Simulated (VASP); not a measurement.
A run of VASP 6.6.1:

Contents of INCAR:

```
ALGO = Fast
EDIFF = 1E-6
EDIFFG = -0.005
ENCUT = 600
GGA = PS
IBRION = 2
ISIF = 3
ISMEAR = 0
LASPH = T
LCHARG = F
LREAL = F
LWAVE = F
NELM = 80
NSW = 60
PREC = Accurate
SIGMA = 0.02
```

Contents of KPOINTS:

```
k-points
0
Gamma
  3 3 3
```

POSCAR

```
InAs
1.0
    0.0000000000      3.0535616600      3.0535616600
    3.0535616600      0.0000000000      3.0535616600
    3.0535616600      3.0535616600      0.0000000000
In As
1 1
Direct
    0.0000000000      0.0000000000      0.0000000000
    0.7500000000      0.7500000000      0.7500000000
```

Potentials or basis: VASP PAW PBE potentials, release 64 (In_d, As).

Launch:

```sh
$ cat potpaw_PBE.64/In_d/POTCAR potpaw_PBE.64/As/POTCAR > POTCAR
$ mpirun -np 1 vasp_std > vasp.out
```

Hardware: 1 thread of Intel(R) Xeon(R) Platinum 8488C (Sapphire Rapids), with other jobs on the host.

How long does it take, and how much memory?

Run time: 22 s on 1 thread of Intel(R) Xeon(R) Platinum 8488C (Sapphire Rapids) (shared host), peak memory 0.2 GiB. Counts: scf iterations 36, k points 4, ion steps 3.
